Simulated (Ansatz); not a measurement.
## FeO under changes of volume

One of the cells (8.915 Å³/atom); the others are scaled copies at fixed shape and fractional positions:

```
Fe O
1.0
     2.61247    0.00000    0.00000
     0.00000    2.61247    0.00000
     0.00000    0.00000    2.61247
Fe O
1 1
Direct
  0.00000 0.00000 0.00000
  0.50000 0.50000 0.50000
```

The cell comes from a database or a generator and needn't be the stable form of this composition.

```yaml
Program: Ansatz 0.2.0
Functional: PBE
Potentials_or_basis: Ansatz PAW
Cutoff: "420 eV (not typed: the program's choice for these potentials)"
k_mesh: 10 × 10 × 10
Occupations: fermi-dirac, width 0.05 eV
Spin: collinear spin, ferromagnetic start
Starting_moments: "[3.0, 0.0] μB"
```

```csv
volume (Å³/atom),energy over the lowest point (meV/atom),pressure (GPa),moment (μB per cell)
8.380,?,?,?
8.558,43.13,19.8,3.99
8.737,24.12,14.3,4.00
8.915,10.94,9.3,4.00
9.093,3.06,4.8,4.00
9.272,0.00,0.8,4.00
9.450,1.25,-2.9,4.00
```

**Question.** What does the run at 8.380 Å³/atom give?

**Answer.** Energy over the lowest point 68.72 meV/atom; pressure 25.8 GPa; moment 3.98 μB per cell.

Worked out: A Birch-Murnaghan fit of order 3 (a polynomial in V^(-2/3)) to the other rows has its minimum at 9.31 Å³/atom with B0 = V·E''(V) = 201 GPa and B' = 3.9. It gives 68.45 meV/atom at 8.380 Å³/atom, against the run's 68.72, and -dE/dV = 25.8 GPa, against 25.8. A straight line through the other rows of the moment, of slope 0.00801 μB per Å³/atom, extrapolates to 3.99 μB, against the run's 3.98.

Energies are extrapolated to zero smearing.

Caveats: a cell with one magnetic atom can't hold antiferromagnetic order, which such compounds often take.
